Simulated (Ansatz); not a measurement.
# BaS (rocksalt): zero-pressure volume and bulk modulus with revPBE + D3(BJ)

An exercise on one series of results from a longer session: the logs are not shown, and one member is left open.

Program: Ansatz 0.2.0. Level of theory: DFT revPBE + D3(BJ), scalar-relativistic, plane waves, PAW. These are calculated values, not measurements.

## The structure to begin with

Symmetry: Fm-3m, No. 225, cubic system. Conventional cell: a = 6.388 Å, b = 6.388 Å, c = 6.388 Å, α = 90.00°, β = 90.00°, γ = 90.00°. Ba (site symmetry m-3m) has 6 S at 3.19 Å in its first shell of neighbours. Around S (site symmetry m-3m) lie 6 Ba at 3.19 Å.

Structure file:

```cif
data_structure
_symmetry_space_group_name_H-M 'P 1'
_symmetry_Int_Tables_number 1
_cell_length_a 4.5166
_cell_length_b 4.5166
_cell_length_c 4.5166
_cell_angle_alpha 60.000
_cell_angle_beta 60.000
_cell_angle_gamma 60.000
_cell_volume 65.15
loop_
_atom_site_label
_atom_site_type_symbol
_atom_site_fract_x
_atom_site_fract_y
_atom_site_fract_z
_atom_site_occupancy
Ba1 Ba 0.50000 0.50000 0.50000 1
S1 S 0.00000 0.00000 0.00000 1
```

At PBE, an earlier run found 0.84 GPa for this cell of 32.576 Å³/atom (6×6×6 mesh), gap on the mesh 2.21 eV.

Set-up of the first run:

The input, input.yaml:

```yaml
crystal:
  lattice:
    - [0.0, 3.193750825, 3.193750825]
    - [3.193750825, 0.0, 3.193750825]
    - [3.193750825, 3.193750825, 0.0]
  atoms:
    - { symbol: Ba, position: [0.5, 0.5, 0.5] }
    - { symbol: S, position: [0.0, 0.0, 0.0] }
basis:
  ecutwfc: 420
  ecutrho_ratio: 4
kpoints:
  mp_grid: { grid: [6, 6, 6] }
hamiltonian:
  xc: revpbe
  dispersion: d3bj
scf:
  occupations: { method: gaussian, width: 0.05 }
output:
  forces: true
  stress: true
  eigenvalues: true
```

Command:

```
$ ansatz run input.yaml --threads 4 --pin off --max-ram 8192MiB --backend cpu --events-out ev --progress --plain --runs-dir out
```

Among the steps run: At the given cell; Stepping to 32.446 Å³/atom; Stepping to 32.141 Å³/atom; Volume × 0.98 of the new zero; Volume × 1.02 of the new zero; Volume × 0.96 of the new zero; Volume × 1.04 of the new zero.

One of the session's tables, all rows but one given; the rest of the session is left out.

It belongs to the step «Energy and pressure against volume». 

```
volume (Å³/atom)  energy (meV/atom)  pressure (GPa)
          30.855               7.49            1.94
          31.498               1.80            0.92
          32.141               0.00            0.00
          32.784                  ?               ?
          33.426               6.47           -1.56
```

**Question.** Estimate the row for volume (Å³/atom) = 32.784.

Worked estimate for «energy (meV/atom)». A straight line through the neighbours (32.141, 0.00) and (33.426, 6.47) gives 0.00 + (6.47 − 0.00) × (32.784 − 32.141) / (33.426 − 32.141) = 3.24; a parabola fitted to 3 rows on both sides gives 1.56.

**Answer.** energy (meV/atom): 1.68; pressure (GPa): -0.82. In «energy (meV/atom)» the line misses by +1.56 and the parabola by -0.12.
